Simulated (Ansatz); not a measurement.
**C₇H₆O: one species, many methods**

An exercise on one series of results from a longer session: the logs are not shown, and one member is left open.

Program: Ansatz 0.2.0, Gaussian basis. Level of theory: functionals in def2-TZVPP, the program's frozen cores in correlated methods. These are calculated values, not measurements.

Levels to be run: LDA (SPW92), PBE-D4, revPBE-D4, BLYP-D4, r2SCAN-D4, B97M-V, PBE0-D4, B3LYP-D4, r2SCANh-D4, r2SCAN0-D4, HSE06-D4, BHLYP-D4, CAM-B3LYP-D4, LC-ωPBE, ωB97X-V, ωB97M-V, B2PLYP, PBE-QIDH; CCSD(T)/def2-SVP; CCSD(T)/def2-TZVPP; MP2/def2-QZVPP; extrapolation to the limit.

### The geometry

All runs share one geometry, relaxed beforehand with PBE0-D4 in a triple-zeta def2 set.

SMILES `O=Cc1ccccc1`, 14 atoms, charge 0, spin multiplicity 1.

Atoms are counted from 1 here; the program's logs count them from 0.

Bond lengths: O1–C2 1.204 Å, C2–C3 1.473 Å, C2–H9 1.112 Å, C3–C4 1.391 Å, C3–C8 1.394 Å, C4–C5 1.385 Å, C4–H10 1.086 Å, C5–C6 1.387 Å, C5–H11 1.084 Å, C6–C7 1.391 Å, C6–H12 1.084 Å, C7–C8 1.382 Å, C7–H13 1.084 Å, C8–H14 1.084 Å. Angles: O1–C2–C3 124.9°, O1–C2–H9 120.7°, C3–C2–H9 114.4°, C2–C3–C4 119.4°, C2–C3–C8 120.6°, C4–C3–C8 120.1°, C3–C4–C5 120.2°, C3–C4–H10 119.4°, C5–C4–H10 120.5°, C4–C5–C6 119.6°, C4–C5–H11 120.3°, C6–C5–H11 120.1°, C5–C6–C7 120.4°, C5–C6–H12 119.8°, C7–C6–H12 119.8°, C6–C7–C8 120.0°, C6–C7–H13 119.9°, C8–C7–H13 120.1° and more.

The first run:

Input file in.yaml:

```yaml
crystal:
  periodic: [false, false, false]
  atoms:
    - {symbol: O, position_ang: [1.382249, -1.702470, 2.320045]}
    - {symbol: C, position_ang: [1.251844, -0.585628, 1.889542]}
    - {symbol: C, position_ang: [0.460154, -0.228490, 0.699354]}
    - {symbol: C, position_ang: [0.388017, 1.102266, 0.302377]}
    - {symbol: C, position_ang: [-0.351699, 1.456313, -0.814321]}
    - {symbol: C, position_ang: [-1.019257, 0.475561, -1.533005]}
    - {symbol: C, position_ang: [-0.949667, -0.857040, -1.139102]}
    - {symbol: C, position_ang: [-0.212110, -1.210445, -0.025686]}
    - {symbol: H, position_ang: [1.744099, 0.276822, 2.389198]}
    - {symbol: H, position_ang: [0.916022, 1.858535, 0.875267]}
    - {symbol: H, position_ang: [-0.409032, 2.492779, -1.125208]}
    - {symbol: H, position_ang: [-1.599078, 0.748982, -2.407359]}
    - {symbol: H, position_ang: [-1.474716, -1.616304, -1.706966]}
    - {symbol: H, position_ang: [-0.139825, -2.240180, 0.304665]}
basis:
  gaussian: {orbitals: def2-TZVPP}
hamiltonian: {xc: lda}
output: {orbitals: {seedname: orbitals}}
```

Run with:

```
ansatz run in.yaml --threads 2 --pin off --events-out ev --progress --plain --max-ram 32768MiB --backend cuda --devices 0, --max-vram 18GiB
```

Steps of the session up to this table: LDA; PBE-D4 (GGA); revPBE-D4 (GGA); BLYP-D4 (GGA); r2SCAN-D4 (meta-GGA); B97M-V (meta-GGA); B3LYP-D4 (hybrid); r2SCANh-D4 (hybrid); r2SCAN0-D4 (hybrid); HSE06-D4 (hybrid); BHLYP-D4 (hybrid); CAM-B3LYP-D4 (range-separated); LC-ωPBE (range-separated); ωB97X-V (range-separated); ωB97M-V (range-separated); B2PLYP (double hybrid); PBE-QIDH (double hybrid).

One table of the session follows, with a row left open; its other results are not shown here.

It belongs to the step «Frontier levels by functional». 

| functional | HOMO (eV) | LUMO (eV) | gap (eV) |
| --- | --- | --- | --- |
| LDA (SPW92) | -6.04 | -3.06 | 2.98 |
| PBE-D4 | -5.88 | -2.80 | 3.08 |
| revPBE-D4 | -5.81 | -2.70 | 3.11 |
| BLYP-D4 | -5.79 | -2.63 | 3.15 |
| r2SCAN-D4 | -6.19 | -2.67 | 3.52 |
| B97M-V | -6.35 | -2.55 | 3.80 |
| PBE0-D4 | -7.52 | -1.88 | 5.64 |
| B3LYP-D4 | -7.27 | -2.07 | 5.20 |
| r2SCANh-D4 | ? | ? | ? |
| r2SCAN0-D4 | -7.75 | -1.82 | 5.93 |
| HSE06-D4 | -7.11 | -2.25 | 4.86 |
| BHLYP-D4 | -8.53 | -0.81 | 7.71 |
| CAM-B3LYP-D4 | -8.94 | -0.78 | 8.16 |
| LC-ωPBE | -10.22 | 0.25 | 10.47 |
| ωB97X-V | -9.86 | 0.25 | 10.11 |
| ωB97M-V | -9.79 | 0.19 | 9.98 |

Q: Estimate the row for r2SCANh-D4 from the others.

Worked estimate for «HOMO (eV)». Against the share of exact exchange, r2SCAN-D4 (0, -6.19), r2SCAN0-D4 (0.25, -7.75) give a slope of -6.24 per unit share; at 0.1 the line stands at -6.81.

The run gave: HOMO (eV): -6.81; LUMO (eV): -2.33; gap (eV): 4.49. In «HOMO (eV)» the line misses by 0.00.
